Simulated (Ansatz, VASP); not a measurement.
This is a calculation of W (Tungsten) for Ansatz 0.2.0. 

File input.yaml:

```yaml
crystal:
  lattice:
    - [-1.582345, 1.582345, 1.582345]
    - [1.582345, -1.582345, 1.582345]
    - [1.582345, 1.582345, -1.582345]
  atoms:
    - { symbol: W, position: [0.0, 0.0, 0.0] }
hamiltonian:
  xc: lda
  pseudopotentials: { kind: paw }
  hubbard: { sites: [{ species: W, l: d, u_eff: 8.0 }] }
kpoints:
  mp_grid: { grid: [12, 12, 12] }
scf:
  occupations: { method: fermi_dirac, width: 0.05 }
output:
  forces: true
  stress: true
  eigenvalues: true
  write_density: true
  write_potential: true
  elf: true
  volumetric_format: npy
```

Potentials or basis: Ansatz PAW.

Launch:

```console
$ ansatz run input.yaml --threads 2 --pin off --max-ram 5632MiB --backend cpu --events-out ev --progress --plain --runs-dir out
```

Problem. What does the same run look like in VASP 6.6.1? Potentials or basis there: LDA PAW files W_sv, 520 eV.

Solution. As run (cutoffs and basis follow the program's own potentials, and thresholds, step limits or extra output files can differ):

The input INCAR:

```
SYSTEM = W
  ALGO = Fast
  EDIFF = 1E-7
  ENCUT = 520
  ISIF = 2
  ISMEAR = -1
  LASPH = .True.
  LCHARG = .False.
  LDAU = .True.
  LDAUJ = 0
  LDAUL = 2
  LDAUPRINT = 1
  LDAUTYPE = 2
  LDAUU = 8
  LMAXMIX = 4
  LREAL = .False.
  LWAVE = .False.
  NBANDS = 13
  NELM = 80
  PREC = Accurate
  SIGMA = 0.05
```

KPOINTS

```
k-points
0
Gamma
  12 12 12
  0 0 0
```

POSCAR

```
W
1.0
   -1.5823450000      1.5823450000      1.5823450000
    1.5823450000     -1.5823450000      1.5823450000
    1.5823450000      1.5823450000     -1.5823450000
W
1
Direct
    0.0000000000      0.0000000000      0.0000000000
```

Potentials or basis: VASP PAW LDA potentials, release 64 (W_sv).

Command:

```bash
$ cat potpaw_LDA.64/W_sv/POTCAR > POTCAR
$ mpirun -np 1 vasp_std > vasp.out
```

Both were run:

|  | Ansatz | VASP |
| --- | --- | --- |
| Pressure | 3.7 GPa | 18.2 GPa |

Ansatz's pressure holds a Pulay term of +0.04 GPa for its cutoff of 420 eV, which the other run lacks.

Ansatz's potentials were made for PBE.

Where Ansatz's input types no cutoff or centring, it takes its own default and a Γ-centred mesh.

The two programs' LDA may be different fits to the electron gas.

The two runs disagree by more than potentials and bases usually give (in gap, levels, pressure or energy); the cause wasn't traced.

How U acts hangs on each program's projectors.

Pressure is positive in compression.
